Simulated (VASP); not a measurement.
## AgCl: relaxation of cell and atoms with LDA

Crystal: AgCl.

```xyz
2
Lattice="0.0000 2.7731 2.7731 2.7731 0.0000 2.7731 2.7731 2.7731 0.0000" Properties=species:S:1:pos:R:3 pbc="T T T"
Ag    2.7731    2.7731    2.7731
Cl    0.0000    0.0000    0.0000
```

```
Program                : VASP 6.6.1
Task                   : relaxation of cell and atoms
Functional             : LDA
Potentials or basis    : VASP PAW LDA potentials, release 64 (Ag, Cl)
Cutoff                 : 600 eV
k mesh                 : 8 × 8 × 8
Occupations            : gaussian, width 0.02 eV
Spin                   : no spin polarisation
Dipole correction      : no
Further INCAR settings : ALGO = Fast; EDIFF = 1e-06; IBRION = 2; EDIFFG = -0.005; NSW = 100; ISIF = 3
```

```json
{
 "Relaxed volume": "19.21 Å³/atom",
 "Relaxed cell": "a = 3.788 Å, b = 3.788 Å, c = 3.788 Å, α = 60.00°, β = 60.00°, γ = 60.00°",
 "Space group after relaxing (to 0.05 Å)": "Fm-3m (No. 225)",
 "Energy gained by relaxing": "40.9 meV/atom",
 "Ionic steps": "3",
 "Pressure after relaxing": "0.0 GPa",
 "Band gap on the k mesh": "0.66 eV, indirect (least direct gap 3.36 eV)"
}
```

The path:
| step | energy change (eV) | largest force (eV/Å) | pressure (GPa) | volume (Å³) |
| --- | --- | --- | --- | --- |
| 1 | 0.0000 | 0.0000 | -5.58 | 42.65 |
| 2 | -0.0816 | 0.0000 | 0.36 | 38.23 |
| 3 | -0.0818 | 0.0000 | 0.02 | 38.42 |

Final structure:
```xyz
2
Lattice="0.0000 2.6783 2.6783 2.6783 0.0000 2.6783 2.6783 2.6783 0.0000" Properties=species:S:1:pos:R:3 pbc="T T T"
Ag    2.6783    2.6783    2.6783
Cl    0.0000    0.0000    0.0000
```

Levels at points of the mesh, in eV from the valence-band top:
```
           k point  band 6  band 7  band 8  band 9  band 10  band 11  band 12  band 13
(0.00, 0.00, 0.00)   -2.96   -2.75   -2.75   -2.75     0.66    10.71    10.71    10.71
(0.50, 0.00, 0.00)   -2.51   -2.13    0.00    0.00     3.67     6.95     7.24     7.24
(0.50, 0.50, 0.00)   -2.71   -2.36   -2.36   -2.18     1.94     7.72     8.75    11.78
```

Wall time 14 s on 1 thread of Intel(R) Xeon(R) 6975P-C (Granite Rapids), on a shared host, peak memory 0.17 GiB.

A k mesh can miss the band edges. LDA usually gives volumes a few per cent too small.
